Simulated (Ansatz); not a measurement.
# Calculated records

### Quasiparticle gap of GaP (F-43m)

It takes space group F-43m (No. 216, cubic). The conventional cell has a = 5.451 Å, b = 5.451 Å, c = 5.451 Å, α = 90.00°, β = 90.00°, γ = 90.00°. Ga has 4 P at 2.36 Å nearest. Nearest to P lie 4 Ga at 2.36 Å. Farther neighbours are not listed.

```xyz
2
Lattice="0.0000 2.7252 2.7252 2.7252 0.0000 2.7252 2.7252 2.7252 0.0000" Properties=species:S:1:pos:R:3 pbc="T T T"
Ga    0.0000    0.0000    0.0000
P     1.3626    1.3626    1.3626
```

| Item | Value |
| --- | --- |
| method | G0W0 on HSE06, plane waves, PAW (and 1 further level or step) |
| program | Ansatz 0.2.0 |
| settings of one run | cutoff 1020 eV, 8×8×8 k-mesh, {"kind": "paw", "source": "ansatz"}, empty bands 363, screening cutoff 250 eV, screening contour deformation, QP bands (v2, c2), PAW set ansatz |
| cost | 2 runs, 4.5 min in all on 1 × NVIDIA H100 80GB HBM3 (shared by 6 runs) with 3 threads of AMD EPYC 7R13 (Zen 3), shared host (the runs of this entry) |
| notes | In doubt: masses and optical values from hybrid runs of this build are listed as unsure (in some of the runs), which bears on the screening that GW takes from such a start. The cell and positions come from the Crystallography Open Database and are kept as given unless a step says otherwise. Limits: no spin-orbit coupling. The differences hold parts that these runs do not separate: finite bands, cutoffs and mesh, points of the zone that were not corrected, the start of G0W0, spin-orbit coupling missing from it, static nuclei, no electron-hole attraction, and what each experiment reads as the gap. How much each gives is not known from the steps shown. |
| HSE06 gap over mesh and listed points | 2.262 eV, from k = Γ to k = (-0.450, -0.450, 0.000) |
| G0W0@HSE06 gap over 14 of 29 irreducible mesh points | 2.509 eV, from k = Γ to k = (0.000, -0.500, -0.500) |
| HSE06+SOC gap over mesh and listed points | 2.230 eV |
| GW settings | 8×8×8 mesh, 363 empty bands, screening to 250 eV, hard PAW files |
| known limits | finite bands, screening cutoff and k mesh; no spin-orbit coupling in G0W0; d shells not analysed |

Over 14 of 29 irreducible mesh points the G0W0 gap is 2.509 eV, from k = Γ to k = (0.000, -0.500, -0.500). The HSE06 gap of this run on the mesh is 2.287 eV. The two states that bound the G0W0 gap lie that far apart at the start, so the correction of the gap is 2.509 − 2.287 = +0.222 eV. The valence state moves by 7.039 − 7.432 = −0.393 eV and the conduction state by 9.547 − 9.719 = −0.172 eV, on the run's own scale; how far single levels stand from their limit in bands is not shown.

[Paths, hosts, dates, memory and timing lines, banners, echoed tables and standing remarks are left out of the program output.]

[Logs are printed without paths, hosts, clocks, repeated set-up lines and the standing remarks that a program may print on its own settings, such as how far it seeks lower states.]

[Runs of the session that timed out or met a known fault of the program may be left out.]

[Cells called generated may have been cut or substituted from an entry of the Crystallography Open Database or the Materials Project.]

[Hosts, paths, dates, database ids (printed as entryN), source tags and the programs' standing remarks are cut or masked in the printed files.]
